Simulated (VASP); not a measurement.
# AlN (P6_3mc) in VASP: further runs

One crystal, AlN, is run at these levels: PBEsol; tasks: relaxation of cell and atoms.

Everything below comes from runs of VASP 6.6.1. Logs are shortened: lines on timing, memory, paths and dates and some standing lists are left out, and cuts for length are marked.

### Step 1. The structure

It takes space group P6_3mc (No. 186, hexagonal). Conventional cell: a = 3.113 Å, b = 3.113 Å, c = 4.981 Å, α = 90.00°, β = 90.00°, γ = 120.00°. Around Al (site symmetry 3m) lie 4 N at 1.89 Å. N (site symmetry 3m) is surrounded by 4 Al at 1.89 Å.

### Step 2. Relaxation of cell and atoms, PBEsol

INCAR

```
PREC     = Accurate       # precision mode
ENCUT    = 600            # plane-wave cutoff, eV
EDIFF    = 1E-6           # SCF threshold, eV
ISMEAR   = 0              # smearing method
SIGMA    = 0.03           # smearing width, eV
LREAL    = False          # projectors in reciprocal space
LASPH    = True           # aspherical terms in the spheres
NELM     = 80             # most SCF steps
ALGO     = Normal         # electronic algorithm
ISIF     = 3              # what is computed and relaxed
LWAVE    = False          # write WAVECAR
LCHARG   = False          # write CHGCAR
GGA      = PS             # functional
IBRION   = 2              # ionic algorithm
NSW      = 90             # ionic steps
EDIFFG   = -0.01          # ionic threshold
```

KPOINTS

```
Automatic mesh
0
Gamma
  12 12 6
```

POSCAR

```
AlN
1.0
    3.1130000000      0.0000000000      0.0000000000
   -1.5565000000      2.6959370820      0.0000000000
    0.0000000000      0.0000000000      4.9810000000
Al N
2 2
Direct
    0.3333333333      0.6666666667      0.0000000000
    0.6666666667      0.3333333333      0.5000000000
    0.3333333333      0.6666666667      0.3800000000
    0.6666666667      0.3333333333      0.8800000000
```

Potentials or basis: VASP PAW PBE potentials, release 64 (Al, N).

Command:

```console
$ cat potpaw_PBE.64/Al/POTCAR potpaw_PBE.64/N/POTCAR > POTCAR
$ mpirun -np 1 vasp_std > vasp.out
```

OUTCAR:

```text
PREC = Accurate
   ENCUT = 600
   EDIFF = 1E-6
   ISMEAR = 0
   LREAL = False
   LASPH = True
   NELM = 80
   ISIF = 3
   GGA = PS
   IBRION = 2
   NSW = 90
   EDIFFG = -0.01

 ion  position               nearest neighbor table
   1  0.333  0.667  0.000-   3 1.89   4 1.89   4 1.89   4 1.89   2 3.07   2 3.07   2 3.07   2 3.07
                             2 3.07   2 3.07
   2  0.667  0.333  0.500-   4 1.89   3 1.89   3 1.89   3 1.89   1 3.07   1 3.07   1 3.07   1 3.07
                             1 3.07   1 3.07
   3  0.333  0.667  0.380-   1 1.89   2 1.89   2 1.89   2 1.89
   4  0.667  0.333  0.880-   2 1.89   1 1.89   1 1.89   1 1.89

  LATTYP: Found a hexagonal cell.
 ALAT       =     3.1130000000
 C/A-ratio  =     1.6000642467

  Lattice vectors:

 A1 = (   3.1130000000,   0.0000000000,   0.0000000000)
 A2 = (  -1.5565000000,   2.6959370820,   0.0000000000)
 A3 = (   0.0000000000,   0.0000000000,   4.9810000000)

Analysis of symmetry for initial positions (statically):
=====================================================================
 Subroutine PRICEL returns:
 Original cell was already a primitive cell.

 Routine SETGRP: Setting up the symmetry group for a
 hexagonal supercell.

 Subroutine GETGRP returns: Found 12 space group operations
 (whereof  6 operations were pure point group operations)
 out of a pool of 24 trial point group operations.

The static configuration has the point symmetry C_3v.
 The point group associated with its full space group is C_6v.

Analysis of symmetry for dynamics (positions and initial velocities):
=====================================================================
 Subroutine PRICEL returns:
 Original cell was already a primitive cell.

 Routine SETGRP: Setting up the symmetry group for a
 hexagonal supercell.

 Subroutine GETGRP returns: Found 12 space group operations
 (whereof  6 operations were pure point group operations)
 out of a pool of 24 trial point group operations.

The dynamic configuration has the point symmetry C_3v.
 The point group associated with its full space group is C_6v.

 Subroutine INISYM returns: Found 12 space group operations
 (whereof  6 operations are pure point group operations),
 and found     1 'primitive' translations

----------------------------------------------------------------------------------------

                                     Primitive cell

  volume of cell :      41.8028

  direct lattice vectors                    reciprocal lattice vectors
     3.113000000  0.000000000  0.000000000     0.321233537  0.185464269  0.000000000
    -1.556500000  2.695937082  0.000000000     0.000000000  0.370928538  0.000000000
     0.000000000  0.000000000  4.981000000     0.000000000  0.000000000  0.200762899

  length of vectors
     3.113000000  3.113000000  4.981000000     0.370928538  0.370928538  0.200762899

  position of ions in fractional coordinates (direct lattice)
     0.333333333  0.666666667  0.000000000
     0.666666667  0.333333333  0.500000000
     0.333333333  0.666666667  0.380000000
     0.666666667  0.333333333  0.880000000

  ion indices of the primitive-cell ions
   primitive index   ion index
                 1           1
                 2           2
                 3           3
                 4           4

----------------------------------------------------------------------------------------

 KPOINTS: Automatic mesh

Automatic generation of k-mesh.
 Grid dimensions read from file:
 generate k-points for:   12   12    6

 Generating k-lattice:

  Cartesian coordinates                     Fractional coordinates (reciprocal lattice)
     0.026769461  0.015455356  0.000000000     0.083333333  0.000000000  0.000000000
     0.000000000  0.030910711  0.000000000     0.000000000  0.083333333  0.000000000
     0.000000000  0.000000000  0.033460483     0.000000000  0.000000000  0.166666667

  Length of vectors
     0.030910711  0.030910711  0.033460483

  Shift w.r.t. Gamma in fractional coordinates (k-lattice)
     0.000000000  0.000000000  0.000000000

 Subroutine IBZKPT returns following result:
 ===========================================

 Found     76 irreducible k-points:

 Following reciprocal coordinates:
            Coordinates               Weight
  0.000000  0.000000  0.000000      1.000000
  0.083333  0.000000  0.000000      6.000000
  0.166667  0.000000  0.000000      6.000000
  0.250000  0.000000  0.000000      6.000000
  0.333333  0.000000  0.000000      6.000000
  0.416667  0.000000  0.000000      6.000000
[... 16 lines left out ...]
  0.250000  0.000000  0.166667     12.000000
  0.333333  0.000000  0.166667     12.000000
 [... further k-points ...]
   k-points           NKPTS =     76   k-points in BZ     NKDIM =     76   number of bands    NBANDS=     12
   number of dos      NEDOS =    301   number of ions     NIONS =      4
   total plane-waves  NPLWV =  31360
   dimension x,y,z NGX =    28 NGY =   28 NGZ =   40
   dimension x,y,z NGXF=    56 NGYF=   56 NGZF=   80
   ions per type =               2   2
   NGX,Y,Z   is equivalent  to a cutoff of  14.95, 14.95, 13.35 a.u.
   NGXF,Y,Z  is equivalent  to a cutoff of  29.91, 29.91, 26.70 a.u.
 SYSTEM =  unknown system
   PREC   = accura    normal or accurate (medium, high low for compatibility)
   ISTART =      0    job   : 0-new  1-cont  2-samecut
   ICHARG =      2    charge: 1-file 2-atom 10-const
   ISPIN  =      1    spin polarized calculation?
   LNONCOLLINEAR =      F non collinear calculations
   LSORBIT =      F    spin-orbit coupling
   LASPH  =      T    aspherical Exc in radial PAW
   ENCUT  =  600.0 eV  44.10 Ry    6.64 a.u.   6.22  6.22  9.95*2*pi/ulx,y,z
   NELM   =     80;   NELMIN=  2; NELMDL= -5     # of ELM steps
   EDIFF  = 0.1E-05   stopping-criterion for ELM
   LREAL  =      F    real-space projection
   EDIFFG = -.1E-01   stopping-criterion for IOM
   NSW    =     90    number of steps for IOM
   IBRION =      2    ionic relax: 0-MD 1-quasi-New 2-CG
   NFREE  =      1    steps in history (QN), initial steepest desc. (CG)
   ISIF   =      3    stress and relaxation
   ISYM   =      2    0-nonsym 1-usesym 2-fastsym
   POTIM  = 0.5000    time-step for ionic-motion
   TEBEG  =    0.0;   TEEND  =   0.0 temperature during run
   PSTRESS=    0.0 pullay stress
   NELECT =      16.0000    total number of electrons
   NUPDOWN=      -1.0000    fix difference up-down
   EMIN   =  10.00;   EMAX   =-10.00  energy-range for DOS
   EFERMI =   0.00;   METHOD = LEGACY
   ISMEAR =     0;   SIGMA  =   0.03  broadening in eV -4-tet -1-fermi 0-gaus
   EFERMI_NEDOS =   21; number of points for ismear=-14 and -15
   IALGO  =     38    algorithm
   IMIX   =      4    mixing-type and parameters
     AMIX     =   0.40;   BMIX     =  1.00
     AMIX_MAG =   1.60;   BMIX_MAG =  1.00
  volume/ion in A,a.u.               =      10.45        70.52
  Fermi-wavevector in a.u.,A,eV,Ry     =   1.188629  2.246183 19.222843  1.412839
  Thomas-Fermi vector in A             =   2.324754
   LORBIT       =      0    0 simple, 1 ext, 2 COOP (PROOUT), +10 PAW based schemes
   GGA     = PS    functional components
   LHFCALC =     F    Hartree Fock is set to
   AEXX    =    0.0000 exact exchange contribution
   IVDW    =     0    specifies the selected vdW correction
   LEPSILON=     F    determine dielectric tensor
   LRPA    =     F    only Hartree local field effects (RPA)
 conjugate gradient relaxation of ions
 non-spin polarized calculation
 Gauss-broadening in eV      SIGMA  =   0.03
  energy-cutoff  :      600.00
  volume of cell :       41.80
 maximum number of plane-waves:      1412
 NGX is ok and might be reduce to    28
   NGX = 13   NGY = 13   NGZ = 19

--------------------------------------- Ionic step        1  -------------------------------------------

 number of electron      16.0000000 magnetization

 Free energy of the ion-electron system (eV)
  ---------------------------------------------------
  ext. energy  EPLUGINS =         0.00000000
  ---------------------------------------------------
  free energy    TOTEN  =       -31.31436159 eV

  energy without entropy =      -31.31436159  energy(sigma->0) =      -31.31436159

------------------------ aborting loop because EDIFF is reached ----------------------------------------

  FORCE on cell =-STRESS in cart. coord.  units (eV):
  Direction    XX          YY          ZZ          XY          YZ          ZX
  --------------------------------------------------------------------------------------
  -------------------------------------------------------------------------------------
  Total       -0.1199916     -0.1199916      0.2711606      0.0000000      0.0000000     -0.0000000
  in kB       -4.5989221     -4.5989221     10.3927815      0.0000000      0.0000000     -0.0000000
  external PRESSURE =       0.3983124 kB  Pullay stress =       0.0000000 kB
[... 175 lines left out ...]
  energy  without entropy=      -31.3156862638  energy(sigma->0) =      -31.31568626

--------------------------------------- Ionic step        6  -------------------------------------------

 number of electron      15.9999999 magnetization

 Free energy of the ion-electron system (eV)
  ---------------------------------------------------
  ext. energy  EPLUGINS =         0.00000000
  ---------------------------------------------------
  free energy    TOTEN  =       -31.31569257 eV

  energy without entropy =      -31.31569257  energy(sigma->0) =      -31.31569257

 E-fermi :   6.2113     XC(G=0): -11.1048

 val. band max:        6.0635553073   @ k =   0.0000   0.0000   0.0000
 cond. band min:      10.1847279199   @ k =   0.0000   0.0000   0.0000
 fundamental gap:      4.1211726125
 Fermi energy:         6.2112579471

 k-point     1 :       0.0000    0.0000    0.0000
  band No.  band energies     occupation
      1      -9.1072      2.00000
      2      -6.9228      2.00000
      3       0.0069      2.00000
      4       5.1827      2.00000
      5       5.1827      2.00000
      6       5.8377      2.00000
      7       5.8377      2.00000
      8       6.0636      2.00000
      9      10.1847      0.00000
     10      12.6178      0.00000
     11      16.5653      0.00000
     12      17.0875      0.00000
[... 331 lines left out ...]
 k-point    24 :       0.3333    0.0000    0.1667
  band No.  band energies     occupation
      1      -7.7663      2.00000
      2      -6.5102      2.00000
      3       1.1007      2.00000
      4       2.0795      2.00000
      5       2.6908      2.00000
      6       4.2656      2.00000
      7       5.2605      2.00000
      8       5.3931      2.00000
      9      11.7915      0.00000
     10      12.5873      0.00000
     11      14.4547      0.00000
     12      16.1278      0.00000

 [... further k-points ...]
[... 5 lines left out ...]
  --------------------------------------------------------------------------------------
  -------------------------------------------------------------------------------------
  Total        0.0201304      0.0201304      0.0265649      0.0000000      0.0000000      0.0000000
  in kB        0.7717020      0.7717020      1.0183696      0.0000000      0.0000000      0.0000000
  external PRESSURE =       0.8539246 kB  Pullay stress =       0.0000000 kB
[... 19 lines left out ...]
  FREE ENERGIE OF THE ION-ELECTRON SYSTEM (eV)
  ---------------------------------------------------
  free  energy   TOTEN  =       -31.3156925723 eV

  energy  without entropy=      -31.3156925723  energy(sigma->0) =      -31.31569257

 reached required accuracy - stopping structural energy minimisation
```

Wall time 65 s (1 thread of AMD EPYC 9R45 (Zen 5), shared host); peak memory 0.17 GiB.

What came out:

- Free energy: -31.3157 eV
- Relaxed volume: 10.45 Å³/atom
- Relaxed cell: a = 3.113 Å, b = 3.113 Å, c = 4.981 Å, α = 90.00°, β = 90.00°, γ = 120.00°
- Space group after relaxing (to 0.05 Å): P6_3mc (No. 186)
- Energy gained by relaxing: 0.3 meV/atom
- Ionic steps: 6
- Pressure after relaxing: 0.1 GPa
- Band gap on the k mesh: 4.12 eV, direct

Step by step:
```tsv
step	energy change (eV)	largest force (eV/Å)	pressure (GPa)	volume (Å³)
1	0.0000	0.1321	0.04	41.80
2	-0.0003	0.0871	0.02	41.82
3	-0.0012	0.0143	0.05	41.81
4	-0.0013	0.0063	-0.06	41.83
5	-0.0013	0.0013	-0.12	41.84
6	-0.0013	0.0005	0.09	41.79
```

Final structure:
```cif
data_structure
_symmetry_space_group_name_H-M 'P 1'
_symmetry_Int_Tables_number 1
_cell_length_a 3.1127
_cell_length_b 3.1127
_cell_length_c 4.9809
_cell_angle_alpha 90.000
_cell_angle_beta 90.000
_cell_angle_gamma 120.000
_cell_volume 41.79
loop_
_atom_site_label
_atom_site_type_symbol
_atom_site_fract_x
_atom_site_fract_y
_atom_site_fract_z
_atom_site_occupancy
Al1 Al 0.33333 0.66667 0.99899 1
Al2 Al 0.66667 0.33333 0.49899 1
N1 N 0.33333 0.66667 0.38101 1
N2 N 0.66667 0.33333 0.88101 1
```

Levels at points of the mesh, in eV from the valence-band top:
```
           k point  band 6  band 7  band 8  band 9  band 10  band 11
(0.00, 0.00, 0.00)   -0.23   -0.23    0.00    4.12     6.55    10.50
(0.50, 0.00, 0.00)   -2.12   -1.81   -0.70    5.67     5.68     8.08
(0.00, 0.00, 0.50)   -0.56   -0.56   -0.56    6.37     6.37    10.21
(0.50, 0.00, 0.50)   -1.49   -1.38   -1.38    5.17     5.17     9.13
```

Caveat: the PAW data sets were made with another functional, which shifts forces and pressure a little. A k mesh can miss the band edges.

### Step 3. Relaxation of cell and atoms, PBEsol

INCAR: that of step 2 with these lines changed.

```diff
@@ -2,3 +2,3 @@
 ENCUT    = 600            # plane-wave cutoff, eV
-EDIFF    = 1E-6           # SCF threshold, eV
+EDIFF    = 1E-7           # SCF threshold, eV
 ISMEAR   = 0              # smearing method
@@ -15,2 +15,2 @@
 NSW      = 90             # ionic steps
-EDIFFG   = -0.01          # ionic threshold
+EDIFFG   = -0.005         # ionic threshold
```

KPOINTS is that of step 2.

POSCAR

```
AlN                                     
1.0
    3.1127044168      0.0000000000     -0.0000000000
   -1.5563522084      2.6956810995      0.0000000000
   -0.0000000000     -0.0000000000      4.9808959601
  Al              N             
     2     2
Direct
     0.3333333332999970    0.6666666667000030    0.9989884320168427
     0.6666666667000030    0.3333333332999970    0.4989884320168428
     0.3333333332999970    0.6666666667000030    0.3810115679831598
     0.6666666667000030    0.3333333332999970    0.8810115679831598
```

Potentials or basis: VASP PAW PBE potentials, release 64 (Al, N).

Command:

```console
$ cat potpaw_PBE.64/Al/POTCAR potpaw_PBE.64/N/POTCAR > POTCAR
$ mpirun -np 1 vasp_std > vasp.out
```

Wall time 42 s (1 thread of AMD EPYC 9R45 (Zen 5), shared host); peak memory 0.17 GiB.

The run converged. Its results:

```
Free energy                            : -31.3157 eV
Relaxed volume                         : 10.45 Å³/atom
Relaxed cell                           : a = 3.113 Å, b = 3.113 Å, c = 4.982 Å, α = 90.00°, β = 90.00°, γ = 120.00°
Space group after relaxing (to 0.05 Å) : P6_3mc (No. 186)
Energy gained by relaxing              : 0.0 meV/atom
Ionic steps                            : 3
Pressure after relaxing                : 0.0 GPa
Band gap on the k mesh                 : 4.12 eV, direct
```

Final structure:
```xyz
4
Lattice="3.1131 0.0000 0.0000 -1.5566 2.6960 0.0000 0.0000 0.0000 4.9818" Properties=species:S:1:pos:R:3 pbc="T T T"
Al    0.0000    1.7974    4.9768
Al    1.5566    0.8987    2.4859
N     0.0000    1.7974    1.8981
N     1.5566    0.8987    4.3890
```

Levels at points of the mesh, in eV from the valence-band top:
```csv
k point,band 4,band 5,band 6,band 7,band 8,band 9,band 10,band 11,band 12
"(0.00, 0.00, 0.00)",-0.88,-0.88,-0.23,-0.23,0.00,4.12,6.55,10.50,11.02
"(0.50, 0.00, 0.00)",-4.20,-3.38,-2.12,-1.81,-0.70,5.67,5.67,8.07,10.16
"(0.00, 0.00, 0.50)",-3.36,-0.56,-0.56,-0.56,-0.56,6.37,6.37,10.20,10.20
"(0.50, 0.00, 0.50)",-5.66,-1.49,-1.49,-1.38,-1.38,5.17,5.17,9.12,9.12
```

Caveat: the PAW data sets were made with another functional, which shifts forces and pressure a little. A k mesh can miss the band edges.

(Continued in part 2 of 2.)
